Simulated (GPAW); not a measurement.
# A GW chain in GPAW: SiC (F-43m)

Wanted: ground state, empty states, screening and self-energy for SiC (F-43m).

Main program and level: GPAW 26.7.0; PBE and many-body steps on it, plane waves.

**What was measured.**

- Gap 2.4 eV: Tauc optical (indirect) gap of annealed polycrystalline 3C-SiC; UV-VIS spectroscopic ellipsometry, Tauc analysis; film (CVD ultrathin polycrystalline film, annealed, about 5 nm grains) (“On-Demand CMOS-Compatible Fabrication of Ultrathin Self-Aligned SiC Nanowire Arrays”, 2018, pmc:6267454).

- Gap 2.39 eV: band gap at cryogenic temperature; bulk crystal (literature value) (quoted in “Silicon carbide diodes for neutron detection”, 2020, arxiv:2009.14696).

## 1. Set-up

Symmetry: F-43m, No. 216, cubic system. Conventional cell: a = 4.358 Å, b = 4.358 Å, c = 4.358 Å, α = 90.00°, β = 90.00°, γ = 90.00°. Si has 4 C at 1.89 Å nearest. Nearest to C lie 4 Si at 1.89 Å. Farther neighbours are not listed.

The cell and positions come from the Crystallography Open Database and are kept as given unless a step says otherwise.

## 2. Ground state

This step: GPAW 26.7.0; DFT, PBE, plane waves, PAW.

The ground-state density comes first.

The input, run.py:

```python
import json
import numpy as np
from gpaw.mpi import world
from ase import Atoms
from gpaw import GPAW, PW, FermiDirac

atoms = Atoms(['Si', 'C'],
    cell=[[0.0000000000, 2.1790000000, 2.1790000000],
      [2.1790000000, 0.0000000000, 2.1790000000],
      [2.1790000000, 2.1790000000, 0.0000000000]],
    scaled_positions=[[0.0000000000, 0.0000000000, 0.0000000000],
      [0.2500000000, 0.2500000000, 0.2500000000]],
    pbc=(True, True, True))
calc = GPAW(mode=PW(600),
    xc='PBE',
    kpts={'size': (10, 10, 10), 'gamma': True},
    occupations=FermiDirac(0.001),
    nbands=-7,
    convergence={'density': 1e-6, 'bands': -3},
    maxiter=100,
    txt='gs.txt')
atoms.calc = calc
res = {'energy': atoms.get_potential_energy()}
kpts = calc.get_ibz_k_points()
res['kpts'] = kpts
res['eigenvalues'] = [calc.get_eigenvalues(kpt=k) for k in range(len(kpts))]
res['n_electrons'] = calc.get_number_of_electrons()
calc.write('gs.gpw')

if world.rank == 0:
    with open('result.json', 'w') as f:
        json.dump(res, f, default=lambda x: x.tolist())
```

Run with:

```
$ mpirun -n 4 gpaw python run.py
```

What it wrote:

```text
__  _  _
 | _ |_)|_||  |
 |__||  | ||/\| - 26.7.0

Input parameters:
  mode=PW(ecut=600.0),
  convergence={'density': 1e-06, 'bands': -3},
  kpts=MonkhorstPack(size=(10, 10, 10), gamma=True),
  maxiter=100,
  nbands=-7,
  occupations=Occupations(name='fermi-dirac', width=0.001, fixmagmom=False),
  xc=XC(name='PBE')
  [... matrices ...]
Diagonalizing LCAO Hamiltonian
Converting LCAO to pw mode

           C
       Si

Atoms  # Å, Bohr magnetons
|   | symbol |        x |        y |        z |    initial magnetic moments |
| 0 |     Si | 0.000000 | 0.000000 | 0.000000 | ( 0.0000,  0.0000,  0.0000) |
| 1 |      C | 1.089500 | 1.089500 | 1.089500 | ( 0.0000,  0.0000,  0.0000) |

Unit cell  # Å
| periodic |        x |        y |        z |  lengths |    angles |
|      yes | 0.000000 | 2.179000 | 2.179000 | 3.081571 | 60.000000 |
|      yes | 2.179000 | 0.000000 | 2.179000 | 3.081571 | 60.000000 |
|      yes | 2.179000 | 2.179000 | 0.000000 | 3.081571 | 60.000000 |

Number of symmetries: 24
Symmetry operations  # r_c * U_cc + t_c -> r_c
|    | kind |            matrix            |
|  0 |  E   |  1, 0, 0,  0, 1, 0,  0, 0, 1 |
|  1 |  σ   |  1, 0, 0,  0, 0, 1,  0, 1, 0 |
|  2 |  σ   |  1, 0,-1,  0, 1,-1,  0, 0,-1 |
|  3 |  C3  |  1, 0,-1,  0, 0,-1,  0, 1,-1 |
|  4 |  C3  |  1,-1, 0,  0,-1, 1,  0,-1, 0 |
|  5 |  σ   |  1,-1, 0,  0,-1, 0,  0,-1, 1 |
|  6 |  σ   |  0, 1, 0,  1, 0, 0,  0, 0, 1 |
|  7 |  C3  |  0, 1, 0,  0, 0, 1,  1, 0, 0 |
|  8 |  C2  |  0, 1,-1,  1, 0,-1,  0, 0,-1 |
|  9 |  S4  |  0, 1,-1,  0, 0,-1,  1, 0,-1 |
| 10 |  C3  |  0, 0, 1,  1, 0, 0,  0, 1, 0 |
| 11 |  σ   |  0, 0, 1,  0, 1, 0,  1, 0, 0 |
| 12 |  S4  |  0, 0,-1,  1, 0,-1,  0, 1,-1 |
| 13 |  C3  |  0, 0,-1,  0, 1,-1,  1, 0,-1 |
| 14 |  S4  |  0,-1, 1,  1,-1, 0,  0,-1, 0 |
| 15 |  C2  |  0,-1, 1,  0,-1, 0,  1,-1, 0 |
| 16 |  C3  |  0,-1, 0,  1,-1, 0,  0,-1, 1 |
| 17 |  S4  |  0,-1, 0,  0,-1, 1,  1,-1, 0 |
| 18 |  S4  | -1, 1, 0, -1, 0, 1, -1, 0, 0 |
| 19 |  C3  | -1, 1, 0, -1, 0, 0, -1, 0, 1 |
| 20 |  C3  | -1, 0, 1, -1, 1, 0, -1, 0, 0 |
| 21 |  S4  | -1, 0, 1, -1, 0, 0, -1, 1, 0 |
| 22 |  σ   | -1, 0, 0, -1, 1, 0, -1, 0, 1 |
| 23 |  C2  | -1, 0, 0, -1, 0, 1, -1, 1, 0 |

BZ-sampling:
  Number of BZ points: 1000
  Number of IBZ points: 47

  Monkhorst-Pack size: [10, 10, 10]
  Monkhorst-Pack shift: [0.05, 0.05, 0.05]

K-points  # in reciprocal-cell coordinates
|     |                                coordinates |     weight |
|   0 | (  0.00000000,   0.00000000,   0.00000000) | 0.00100000 |
|   1 | (  0.10000000,   0.10000000,   0.00000000) | 0.00600000 |
|   2 | (  0.10000000,   0.10000000,   0.10000000) | 0.00800000 |
|   3 | (  0.20000000,   0.10000000,   0.10000000) | 0.01200000 |
|   4 | (  0.20000000,   0.20000000,   0.00000000) | 0.00600000 |
|   5 | (  0.20000000,   0.20000000,   0.10000000) | 0.02400000 |
|   6 | (  0.20000000,   0.20000000,   0.20000000) | 0.00800000 |
|   7 | (  0.30000000,   0.20000000,   0.10000000) | 0.02400000 |
|   8 | (  0.30000000,   0.20000000,   0.20000000) | 0.02400000 |
|   9 | (  0.30000000,   0.30000000,   0.00000000) | 0.00600000 |
| ... |                                            |            |
|  46 | (  0.50000000,   0.50000000,   0.50000000) | 0.00400000 |

Plane wave coefficients: 701
Cutoff: 600.0 eV

Spin-components: 1 (collinear spins)
Bands:           11
Projectors:      10
Spin-degeneracy: 2
Datatype:        complex128

  Storage: CPU
  Wave functions: 5_798_672 bytes (1_449_668 per core)
  Projectors: 11_070_192 bytes (2_767_548 per core)
  [... matrices ...]
Parallelization:
  kpt:    4
  domain: 1
  band:   1

Density:
  Valence electrons: 8.0
  Components: 1
  Grid points: [18 18 18]
  Charge: 0.0  # |e|

Potential:
  Grid points: [18 18 18]

species:
  Si:
    name:    Silicon
    Z:       14.0
    valence: 4
    core:    10
    charge:  0.0  # [|e|]
    compensation charges:
      type: gauss
      rc: 0.33  # [Å]
      lmax: 2
    cutoffs:
      filter: 1.86  # [Å]
      core: 2.06  # [Å]
    projectors
    | kind |    occ | energy [eV] | rcut [Å] |
    |   3s |  2.000 |     -10.812 |    1.058 |
    |   3p |  2.000 |      -4.081 |    1.058 |
    |    s |        |      16.399 |    1.058 |
    |    p |        |      23.130 |    1.058 |
    |    d |        |       0.000 |    1.058 |

    Using partial waves for Si as LCAO basis

  C:
    name:    Carbon
    Z:       6.0
    valence: 4
    core:    2
    charge:  0.0  # [|e|]
    compensation charges:
      type: gauss
      rc: 0.20  # [Å]
      lmax: 2
    cutoffs:
      filter: 1.14  # [Å]
      core: 1.14  # [Å]
    projectors
    | kind |    occ | energy [eV] | rcut [Å] |
    |   2s |  2.000 |     -13.751 |    0.635 |
    |   2p |  2.000 |      -5.284 |    0.635 |
    |    s |        |      13.461 |    0.635 |
    |    p |        |      21.927 |    0.635 |
    |    d |        |       0.000 |    0.635 |

    Using partial waves for C as LCAO basis

Reference energy: -8913.972366  # eV

eigensolver:
  PPCG
  Converge bands: -3
  niter=2

density mixing:
  MSR1-Mixer
  Pratt-step length: 0.05
  Maximum mixing coefficient: 0.75
  Old densities: 10
  SVD Regularization: 0.005
  Good broyden scale: 1.0
  Trust region scale: 1.0
  Backstep threshold: 4.0
  History deletion threshold: 6.0
  Fourier metric: weight=20.0, sigma=0.015

occupation numbers:
  Fermi-Dirac:
    width: 0.0010  # eV

poisson solver:
  ecut: 4800.0  # eV

xc functional:
  name: PBE with 2 nearest neighbor stencil

Initialization done in: 0.768 s

convergence criteria:
- Maximum integral of absolute [dens]ity change: 1e-06 electrons / valence electron
- Maximum [total energy] change in last 3 cyles: 0.0005 eV / valence electron
- Maximum integral of absolute [eigenst]ate change: 4e-08 eV^2 / valence electron
maximum number of iterations: 100

SCF iterations
|iter     |     time |      energy | eigst |  dens |
|iter:   1|  |  -16.588619 | +1.16 |       |
|iter:   2|  |  -16.212925 | +0.12 | -0.56 |
|iter:   3|  |  -14.962644 | -0.58 | -0.61 |
|iter:   4|  |  -14.968317 | -2.60 | -1.32 |
|iter:   5|  |  -14.971631 | -3.14 | -1.69 |
|iter:   6|  |  -14.971697c| -4.97 | -2.68 |
|iter:   7|  |  -14.971703c| -6.01 | -3.26 |
|iter:   8|  |  -14.971703c| -7.72c| -4.13 |
|iter:   9|  |  -14.971703c| -8.06c| -5.08 |
|iter:  10|  |  -14.971703c| -8.94c| -5.69 |
|iter:  11|  |  -14.971703c| -9.66c| -6.71c|

Converged in 11 steps
SCF loop duration: 1.813 s (0.165 s/step)
Energy contributions relative to reference atoms: (reference = -8913.972366)
  [... matrices ...]
Energy contributions:
  Kinetic:          16.272613
  Coulomb:         -13.702728
  Zero:             -0.018151
  External:          0.000000
  Xc:              -17.523438
  Entropy:          -0.000000
  Spinorbit:         0.000000
  ----------------------------
  Free energy:     -14.971703
  Extrapolated:    -14.971703

dipole moment: (-10.763622, -10.763622, -10.763622)  # |e|*Ang

Fermi level: 9.457
Eigenvalues  # (at kpt = [0.000, 0.000, 0.000])
| band index |      eig [eV] | occ [0-2] |
|          0 |        -7.165 |     2.000 |
|          1 |         8.249 |     2.000 |
|          2 |         8.249 |     2.000 |
|          3 |         8.249 |     2.000 |
|          4 |        14.510 |     0.000 |
|          5 |        15.550 |     0.000 |
|          6 |        15.550 |     0.000 |
|          7 |        15.550 |     0.000 |
|          8 |        22.762 |     0.000 |
|          9 |        22.762 |     0.000 |
|         10 |        24.741 |     0.000 |

Gap: 1.350 eV
Transition (v -> c):
  (s=0, k=0, n=3, [0.00, 0.00, 0.00]) -> (s=0, k=41, n=4, [0.50, 0.50, 0.00])
Direct/indirect transitions are different
Direct gap: 4.543 eV
Transition at: (s=0, k=41, n=3, [0.50, 0.50, 0.00])
# Writing to gs.gpw (mode='')
  [... matrices ...]
```

Wall time 4 s (4 MPI ranks of Arm Neoverse V2, shared host); peak memory 0.57 GiB; 16 s of CPU time.

This step gave:

```
total energy               : -14.97 eV
gap                        : 1.350 eV
k of the valence top       : 0, 0, 0
k of the conduction bottom : 0.5, 0.5, 0
least direct gap           : 4.543 eV
```

The gap is indirect, with the least direct gap 3.19 eV higher.

## 3. Bands along the symmetry lines

The cheap functional maps the bands first; the places of the edges decide which points the dearer methods must see.

The input, run.py:

```python
import json
import numpy as np
from gpaw.mpi import world
from gpaw import GPAW

path = [[0.000000, 0.000000, 0.000000],
    [-0.062500, -0.062500, 0.000000],
    [-0.125000, -0.125000, 0.000000],
    [-0.187500, -0.187500, 0.000000],
    [-0.250000, -0.250000, 0.000000],
    [-0.312500, -0.312500, 0.000000],
    [-0.375000, -0.375000, 0.000000],
    [-0.437500, -0.437500, 0.000000],
    [-0.500000, -0.500000, 0.000000],
    [-0.484375, -0.484375, 0.031250],
    [-0.468750, -0.468750, 0.062500],
    [-0.453125, -0.453125, 0.093750],
    [-0.437500, -0.437500, 0.125000],
    [-0.421875, -0.421875, 0.156250],
    [-0.406250, -0.406250, 0.187500],
    [-0.390625, -0.390625, 0.218750],
    [-0.375000, -0.375000, 0.250000],
    [-0.375000, 0.000000, 0.375000],
    [-0.328125, 0.000000, 0.328125],
    [-0.281250, 0.000000, 0.281250],
    [-0.234375, 0.000000, 0.234375],
    [-0.187500, 0.000000, 0.187500],
    [-0.140625, 0.000000, 0.140625],
    [-0.093750, 0.000000, 0.093750],
    [-0.046875, 0.000000, 0.046875],
    [0.000000, 0.000000, 0.000000],
    [0.000000, 0.000000, 0.062500],
    [0.000000, 0.000000, 0.125000],
    [0.000000, 0.000000, 0.187500],
    [0.000000, 0.000000, 0.250000],
    [0.000000, 0.000000, 0.312500],
    [0.000000, 0.000000, 0.375000],
    [0.000000, 0.000000, 0.437500],
    [0.000000, 0.000000, 0.500000],
    [-0.062500, -0.031250, 0.468750],
    [-0.125000, -0.062500, 0.437500],
    [-0.187500, -0.093750, 0.406250],
    [-0.250000, -0.125000, 0.375000],
    [-0.312500, -0.156250, 0.343750],
    [-0.375000, -0.187500, 0.312500],
    [-0.437500, -0.218750, 0.281250],
    [-0.500000, -0.250000, 0.250000],
    [-0.500000, -0.281250, 0.218750],
    [-0.500000, -0.312500, 0.187500],
    [-0.500000, -0.343750, 0.156250],
    [-0.500000, -0.375000, 0.125000],
    [-0.500000, -0.406250, 0.093750],
    [-0.500000, -0.437500, 0.062500],
    [-0.500000, -0.468750, 0.031250],
    [-0.500000, -0.500000, 0.000000]]
calc = GPAW('gs.gpw').fixed_density(kpts=path,
    symmetry='off',
    nbands=14,
    convergence={'bands': 10},
    txt='bands.txt')
res = {}
kpts = calc.get_ibz_k_points()
res['kpts'] = kpts
res['eigenvalues'] = [calc.get_eigenvalues(kpt=k) for k in range(len(kpts))]
res['n_electrons'] = calc.get_number_of_electrons()

if world.rank == 0:
    with open('result.json', 'w') as f:
        json.dump(res, f, default=lambda x: x.tolist())
```

Run with:

```
$ mpirun -n 4 gpaw python run.py
```

What it wrote:

```text
Diagonalizing LCAO Hamiltonian
Converting LCAO to pw mode
convergence criteria:
- Maximum integral of absolute [eigenst]ate change: 4e-08 eV^2 / valence electron
maximum number of iterations: 100

SCF iterations
|iter     |     time |      energy | eigst |  dens |
|iter:   1|  |             | +2.15 |       |
|iter:   2|  |             | +1.11 |       |
|iter:   3|  |             | -0.10 |       |
|iter:   4|  |             | -1.64 |       |
|iter:   5|  |             | -3.26 |       |
|iter:   6|  |             | -4.76 |       |
|iter:   7|  |             | -6.32 |       |
|iter:   8|  |             | -7.67c|       |
SCF steps: 8
  __  _  _
 | _ |_)|_||  |
 |__||  | ||/\| - 26.7.0

Input parameters:
  mode=PW(ecut=600.0),
  convergence={'bands': 10},
  gpts=array([18, 18, 18]),
  kpts=KPoints(kpts=array([[ 0.      ,  0.      ,  0.      ],
         [-0.0625  , -0.0625  ,  0.      ],
         [-0.125   , -0.125   ,  0.      ],
         [-0.1875  , -0.1875  ,  0.      ],
[...]
[-0.484375, -0.484375,  0.03125 ],
[...]
[-0.453125, -0.453125,  0.09375 ],
[...]
[-0.421875, -0.421875,  0.15625 ],
[...]
[-0.390625, -0.390625,  0.21875 ],
[...]
[-0.328125,  0.      ,  0.328125],
[...]
[-0.234375,  0.      ,  0.234375],
[...]
[-0.140625,  0.      ,  0.140625],
[...]
[-0.046875,  0.      ,  0.046875],
         [ 0.      ,  0.      ,  0.      ],
         [ 0.      ,  0.      ,  0.0625  ],
         [ 0.      ,  0.      ,  0.125   ],
[...]
[ 0.      ,  0.      ,  0.4375  ],
         [ 0.      ,  0.      ,  0.5     ],
[...]
[-0.5     , -0.4375  ,  0.0625  ],
         [-0.5     , -0.46875 ,  0.03125 ],
         [-0.5     , -0.5     ,  0.      ]])),
  maxiter=100,
  nbands=14,
  occupations=Occupations(name='fermi-dirac', width=0.001, fixmagmom=False),
  parallel={},
  symmetry=Symmetry(point_group=False, time_reversal=False),
  xc=XC(name='PBE')
```

Run time: 3.7 s. Hardware: 4 MPI ranks; peak memory 0.58 GiB; 15 s of CPU time.

Numbers from this step:

* gap: 1.350 eV
* k of the valence top: 0, 0, 0
* k of the conduction bottom: -0.5, -0.5, 0
* least direct gap: 4.543 eV

The gap is 1.350 eV, as in the run before at this level.

The electronic bands at the labelled points (eV, zero at the top of the highest filled band; v1 is the highest filled band, c1 the lowest empty one):

```
    point      v4     v3     v2     v1    c1    c2     c3     c4
        Γ  -15.41   0.00   0.00   0.00  6.26  7.30   7.30   7.30
  halfway  -13.82  -3.35  -1.94  -1.94  4.05  6.34  10.59  10.59
        X  -10.39  -7.80  -3.19  -3.19  1.35  4.31  14.03  14.03
  halfway  -10.34  -7.64  -4.23  -3.04  2.09  5.30  13.35  13.57
        U  -10.39  -7.28  -5.55  -2.60  3.10  7.77  11.85  12.47
jump to K  -10.39  -7.28  -5.55  -2.60  3.10  7.77  11.85  12.47
  halfway  -13.64  -4.48  -2.93  -0.54  6.77  7.85   8.25   9.07
        Γ  -15.41   0.00   0.00   0.00  6.26  7.30   7.30   7.30
  halfway  -14.22  -4.30  -0.61  -0.61  5.99  7.90   7.90   9.38
        L  -11.84  -8.55  -1.05  -1.05  5.43  7.22   7.22  10.08
  halfway  -11.20  -7.84  -3.71  -2.26  5.24  7.28  10.16  11.01
        W  -10.16  -7.03  -5.00  -4.70  5.21  9.45   9.47   9.77
  halfway  -10.28  -7.49  -4.07  -4.05  3.05  6.00  11.96  13.34
        X  -10.39  -7.80  -3.19  -3.19  1.35  4.31  14.03  14.03
```

The electronic bands as a text plot (rows in eV, shown from -8.0 to 7.4 only):

```
    7.0 |+++++           +      ++++++++        +++++++
    6.4 |++++ ++                     +++++++
    5.8 |       ++      +     ++            ++++++++++       +
    5.1 |    +    +    +    ++                        ++++++  +
    4.5 |          ++++                                     +  ++
    3.8 |     ++           +
    3.2 |       ++        +                                  +
    2.6 |               ++                                    +
    1.9 |         +    +                                       +
    1.3 |          ++++                                         +
    0.6 |
    0.0 |**                      **********
   -0.6 |  **                   *  ***  *  *****
   -1.3 |  ***              ****         **     *****
   -1.9 |    ***           *     ****               **
   -2.6 |       ***      **                *         **
   -3.2 |     **   ******       ***                    *       **
   -3.8 |                     **                      * *    **
   -4.5 |       **     **       *           *          * ****
   -5.1 |                *  **                          ****
   -5.8 |         *       **  **             **
   -6.4 |                   **
   -7.0 |          **     **                   *        *****
   -7.7 |            *****                            **     ****
         Γ           X  U|K            Γ         L        W     X
```

## 4. Empty states on the mesh, 6×6×6 mesh, 118 bands

The sums over transitions need many empty states on a uniform mesh; this step solves for them.

The input, run.py:

```python
import json
import numpy as np
from gpaw.mpi import world
from gpaw import GPAW

calc = GPAW('gs.gpw').fixed_density(kpts={'size': (6, 6, 6), 'gamma': True},
    parallel={'domain': 1, 'band': 1},
    txt='nscf.txt')
calc.diagonalize_full_hamiltonian(nbands=118)
calc.write('full.gpw', mode='all')
res = {}
kpts = calc.get_ibz_k_points()
res['kpts'] = kpts
res['eigenvalues'] = [calc.get_eigenvalues(kpt=k) for k in range(len(kpts))]
res['n_electrons'] = calc.get_number_of_electrons()

if world.rank == 0:
    with open('result.json', 'w') as f:
        json.dump(res, f, default=lambda x: x.tolist())
```

Run with:

```
$ mpirun -n 4 gpaw python run.py
```

What it wrote:

```text
Diagonalizing LCAO Hamiltonian
Converting LCAO to pw mode
convergence criteria:
- Maximum integral of absolute [eigenst]ate change: 4e-08 eV^2 / valence electron
maximum number of iterations: 100

SCF iterations
|iter     |     time |      energy | eigst |  dens |
|iter:   1|  |             | +1.32 |       |
|iter:   2|  |             | +0.24 |       |
|iter:   3|  |             | -1.72 |       |
|iter:   4|  |             | -3.44 |       |
|iter:   5|  |             | -4.98 |       |
|iter:   6|  |             | -6.40 |       |
|iter:   7|  |             | -7.57c|       |
SCF steps: 7
  __  _  _
 | _ |_)|_||  |
 |__||  | ||/\| - 26.7.0

Input parameters:
  mode=PW(ecut=600.0),
  convergence={'density': 1e-06, 'bands': -3},
  gpts=array([18, 18, 18]),
  kpts=MonkhorstPack(size=(6, 6, 6), gamma=True),
  maxiter=100,
  nbands=11,
  occupations=Occupations(name='fermi-dirac', width=0.001, fixmagmom=False),
  parallel={'domain': 1, 'band': 1},
  xc=XC(name='PBE')
Matrix size: 701x701
# Writing to full.gpw (mode='all')
  [... matrices ...]

timing:  # [seconds]
  Total: 1.652  # ━━━━━━━━━━━━━━━━━━━━━━━━━━━━━━━━━━━━━━━━━━━━━━━━━━━━━━━━━━━
```

Wall time 4.2 s (4 MPI ranks); peak memory 0.77 GiB; 16 s of CPU time.

Numbers from this step:

* gap: 1.350 eV
* k of the valence top: 0, 0, 0
* k of the conduction bottom: 0.5, 0.5, 0
* least direct gap: 4.543 eV
* k points computed: 16
* lowest point of the top converged band, above the valence top: 162.5065 eV

On this mesh the gap is 1.350 eV.

(Continued in part 2 of 2.)

[Paths, hosts, dates, memory and timing lines, banners, echoed tables and standing remarks are left out of the program output.]

[Logs are printed without paths, hosts, clocks, repeated set-up lines and the standing remarks that a program may print on its own settings, such as how far it seeks lower states.]

[Runs of the session that timed out or met a known fault of the program may be left out.]

[Hosts, paths, dates, database ids (printed as entryN), source tags and the programs' standing remarks are cut or masked in the printed files.]
